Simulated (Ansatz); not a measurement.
Space group Cmcm (No. 63). a = 4.695 Å, b = 15.676 Å, c = 4.839 Å, α = 90.00°, β = 90.00°, γ = 90.00°
```tsv
atom	site	symmetry	x	y	z
Rb	4c	m2m	0.5000	0.3686	0.7500
```

Equation of state of this Rb structure (not necessarily the ground state), with shape and atoms relaxed at each volume where symmetry leaves them free. It has no gap at any of these volumes. Level of theory: Ansatz, DFT PBEsol, scalar-relativistic, plane waves, PAW.

Cutoff 420 eV; k points 8×10×4 on the computed 4-atom cell (Γ-centred); Gaussian smearing, width 0.10 eV; no spin polarisation.

```json
{"V (Å³/atom)": "78.347", "E − E(largest V) (meV/atom)": "6.62", "P (GPa)": "0.43"}
{"V (Å³/atom)": "81.018", "E − E(largest V) (meV/atom)": "0.56", "P (GPa)": "0.30"}
{"V (Å³/atom)": "83.689", "E − E(largest V) (meV/atom)": "-3.40", "P (GPa)": "0.19"}
{"V (Å³/atom)": "86.360", "E − E(largest V) (meV/atom)": "-5.68", "P (GPa)": "0.09"}
{"V (Å³/atom)": "89.031", "E − E(largest V) (meV/atom)": "-6.38", "P (GPa)": "0.00"}
{"V (Å³/atom)": "91.702", "E − E(largest V) (meV/atom)": "-5.71", "P (GPa)": "-0.08"}
{"V (Å³/atom)": "94.373", "E − E(largest V) (meV/atom)": "-3.85", "P (GPa)": "-0.14"}
{"V (Å³/atom)": "97.934", "E − E(largest V) (meV/atom)": "0.00", "P (GPa)": "-0.21"}
```

Question: Fit a third-order Birch–Murnaghan equation to E(V).

Answer: V0 = 89.00 Å³/atom, B0 = 3 GPa, B0' = 3.8.

This form isn't the element's structure at ambient conditions.